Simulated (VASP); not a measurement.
## SiC (Moissanite): single point with PBE

SiC (Moissanite):

```
Si C
1.0
     3.07600    0.00000    0.00000
    -1.53800    2.66389    0.00000
     0.00000    0.00000    5.04800
Si C
2 2
Direct
  0.66667 0.33333 0.50000
  0.33333 0.66667 0.00000
  0.66667 0.33333 0.88500
  0.33333 0.66667 0.38500
```

```
Program             : VASP 6.6.1
Task                : single point
Functional          : PBE
Potentials or basis : VASP PAW PBE potentials, release 64 (Si, C)
Cutoff              : 500 eV
k mesh              : 10 × 10 × 5
Occupations         : gaussian, width 0.02 eV
Spin                : no spin polarisation
```

* Pressure: 3.7 GPa
* Largest force: 0.753 eV/Å
* Band gap on the k mesh: 2.48 eV, indirect (least direct gap 4.08 eV)

Forces in eV/Å, atoms in the order of the input:
```
Si   0.000  0.000  0.753
Si   0.000  0.000  0.753
C    0.000  0.000 -0.753
C    0.000  0.000 -0.753
```

Stress tensor (GPa, compression positive):
```
5.27 0.00 0.00
0.00 5.27 0.00
0.00 0.00 0.43
```

Levels at points of the mesh, in eV from the valence-band top:
```tsv
k point	band 6	band 7	band 8	band 9	band 10	band 11
(0.00, 0.00, 0.00)	-0.28	-0.28	0.00	4.62	6.03	6.51
(0.50, 0.00, 0.00)	-3.54	-3.26	-1.49	2.59	4.20	6.74
```

It took 14 s on 1 thread of Intel(R) Xeon(R) Platinum 8488C (Sapphire Rapids) (shared host), peak memory 0.16 GiB.

Caveat: an odd mesh through Γ misses points on the zone boundary, where band edges often lie.
